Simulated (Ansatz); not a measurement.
Calculated with Ansatz (gas phase, PBE0-D4/def2-TZVP geometries, no zero-point term in ΔE). CCSD(T)/CBS is the MP2 limit (def2-TZVPP, def2-QZVPP) plus CCSD(T) − MP2 in def2-TZVPP, frozen cores. DFT in def2-TZVPP. For Mg outer-core shells are correlated without core-valence functions, which leaves a few kJ/mol of doubt a bond. Each species was taken in one conformer, which may not be the lowest.

`[CH3][Mg][F]` + `C=CCC` → `C=CCCC` + `[F][MgH]`  (formal exchange of groups at a C–Mg bond)

```json
{"level": "PBE0-D4", "ΔE (kJ/mol)": "29.0"}
{"level": "LC-ωPBE", "ΔE (kJ/mol)": "29.4"}
```

Q: What does CCSD(T)/CBS give? (Estimate.)

A: Ansatz gave: +33.3 kJ/mol. The listed levels differ from it by -4.3, -3.9 kJ/mol.

Largest T1 diagnostic among the species: 0.011.

Leaving LDA and LC-ωPBE aside and taking each functional with its dispersion term where it has one, the values, not all of them listed here, spread over 20.4 kJ/mol, from B97M-V to B2PLYP. LDA lies −9.8 kJ/mol from PBE without D4. From BLYP to BHLYP (50 % exact exchange), in def2-TZVPP and without D4, ΔE moves by −10.7 kJ/mol.

CCSD(T)/CBS has its own doubt, a few kJ/mol and more with outer-core shells, so smaller differences from it don't rank the levels.
